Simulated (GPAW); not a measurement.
ZnS (Wurtzite-2H):

```
CELL_PARAMETERS angstrom
3.81100 0.00000 0.00000
-1.90550 3.30042 0.00000
0.00000 0.00000 6.23400
ATOMIC_POSITIONS crystal
Zn 0.66667 0.33333 0.50000
Zn 0.33333 0.66667 0.00000
S 0.66667 0.33333 0.88500
S 0.33333 0.66667 0.38500
```

Base run:

```yaml
Program: GPAW 26.7.0
Functional: PBE
Potentials_or_basis: GPAW PAW data sets (gpaw-data 1.2.1)
Cutoff: 400 eV
Basis: pw
k_mesh: 7 × 7 × 4
Occupations: fermi-dirac, width 0.001 eV
Spin: no spin polarisation
```

Its results: band gap on the k mesh 2.24 eV, direct; electronic dielectric tensor (diagonal) 5.49, 5.49, 5.55.

Question: The run is repeated on the same cell with these changes: functional from PBE to LDA; potentials or basis from GPAW PAW data sets (gpaw-data 1.2.1) to the program's PAW data sets (release 1.2.1) made for this functional. What comes out?

Answer: Band gap on the k mesh 1.99 eV, direct; electronic dielectric tensor (diagonal) 5.85, 5.85, 5.92.

Caveats: the long-wavelength limit can be off by several per cent where d states take part.

A k mesh can miss the band edges.
